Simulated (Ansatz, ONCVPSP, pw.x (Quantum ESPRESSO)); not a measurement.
## chlorine: does the ONCV potential hold in the solid?

- Element: Cl (Z = 17)
- Generator: ONCVPSP 4.0.1.1 (patched build)
- Type: optimised norm-conserving Vanderbilt (ONCV)
- Functional: PBE
- Relativity: scalar-relativistic
- Frozen core: [Ne]
- Valence charge: 7
- Reference configuration: 3s2 3p5
- Partial waves: 3s: rc 1.20 bohr, ncon 4, nbas 9, qcut 6.4 1/bohr, 2 projectors, debl 2.4 Ha; 3p: rc 1.50 bohr, ncon 3, nbas 6, qcut 6.5 1/bohr, 2 projectors, debl 3.4 Ha; d scattering state at 0.05 Ha: rc 1.55 bohr, ncon 3, nbas 6, qcut 5.7 1/bohr, 1 projector
- Local potential: polynomial inside 1.05 bohr (lpopt 3, dvloc0 -1 Ha)
- Core correction: Teter function, fcfact 1.75, rcfact 1.55

Crystal test: bcc Cl in pw.x 7.5, no spin, 13³ k-points, Fermi–Dirac smearing 0.01 Ry, cutoffs 50/200 Ry. The reference is all-electron LAPW (Ansatz 0.2.0) with the same functional, mesh and smearing; V0 and B0 come from Birch–Murnaghan fits to the pressures at five volumes. Errors are pseudo minus all-electron; Δ is the rms difference of the E(V) curves that follow from these fits, minima aligned, over ±6 % about the mean V0. Mesh and smearing are coarse, so the numbers serve the comparison and aren't converged zero-temperature values; the lattice is a test structure that the element need not adopt.

```
V (Å³/atom)  P all-electron (GPa)  P pseudo (GPa)
     20.830                  1.44            1.45
     21.378                  0.56            0.57
     21.926                 -0.18           -0.17
     22.474                 -0.81           -0.80
     23.022                 -1.34           -1.33
```

All-electron: a0 = 3.519 Å (V0 = 21.78 Å³/atom), B0 = 28.3 GPa.

Pseudopotential: mean pressure error (GPa): +0.01; a0 (Å): 3.519; a0 error (%): +0.01; B0 error (%): +0.1; Δ (meV/atom): 0.0.

Problem. At the middle volume, how do free energy and pressure move when the wave cutoff is lowered (ecutrho kept at four times it)?

Solution.

| cutoff (Ry) | shift of F (meV/atom) | shift of P (GPa) |
| --- | --- | --- |
| 22 | +795.0 | -16.41 |
| 30 | +133.7 | -4.95 |
| 40 | +4.7 | -0.41 |

The run at the middle volume (84 k-points, 5 iterations) took about 5.3 s on one core of a shared host (Intel(R) Xeon(R) Platinum 8375C CPU @ 2.90GHz, 128 threads, 992 GiB, load 58).
